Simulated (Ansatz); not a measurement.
ZrO₂: hydrostatic pressure series

Level of theory: Ansatz, DFT r2SCAN, scalar-relativistic, plane waves, PAW. Run with 500 eV cutoff, 6×6×6 k-mesh, Gaussian smearing of 0.02 eV, no spin polarisation.

Starting point, cell and atoms relaxed:

```
Zr O
1.0
     3.60135    0.00000    0.00000
     0.00000    3.60135    0.00000
     0.00000    0.00000    5.22797
Zr O
2 4
Direct
  0.00000 0.00000 0.00000
  0.50000 0.50000 0.50000
  0.00000 0.50000 0.30321
  0.00000 0.50000 0.80321
  0.50000 0.00000 0.69679
  0.50000 0.00000 0.19679
```

Cell and atoms are relaxed at each pressure within the symmetry of the start, at zero temperature, so transitions that lower the symmetry aren't seen. The k-mesh given is that at zero pressure and may differ at others. a, b and c are the lengths of the cell vectors above. Gaps are generalised Kohn–Sham gaps over the whole zone.

```csv
P (GPa),V (Å³/atom),V/V0,a (Å),b (Å),c (Å)
-1,11.36,1.005,3.606,3.606,5.241
0,11.30,1.000,3.601,3.601,5.228
1,11.24,0.995,3.597,3.597,5.213
4,11.07,0.979,3.582,3.582,5.175
12,10.68,0.945,3.549,3.549,5.089
25,10.19,0.902,3.502,3.502,4.985
50,9.51,0.841,3.430,3.430,4.850
90,8.80,0.779,3.342,3.342,4.727
```

Q: Does the structure keep its space group?

A: No: P4_2/nmc (137) at -1 GPa, P4_2/nmc (137) at 0 GPa, P4_2/nmc (137) at 1 GPa, P4_2/nmc (137) at 4 GPa, P4_2/nmc (137) at 12 GPa, P4_2/nmc (137) at 25 GPa, P4_2/nmc (137) at 50 GPa, Fm-3m (225) at 90 GPa.

Q: Which cell vector or vectors give way most up to 90 GPa?

A: c: the changes are a -7.2 %, b -7.2 %, c -9.6 %.

Q: What does pressure do to the gap?

A: The gaps are 4.59 eV at -1 GPa, 4.60 eV at 0 GPa, 4.60 eV at 1 GPa, 4.62 eV at 4 GPa, 4.61 eV at 12 GPa, 4.55 eV at 25 GPa, 4.31 eV at 50 GPa, 4.52 eV at 90 GPa.

This fluorite-type form isn't the usual stable structure of the compound.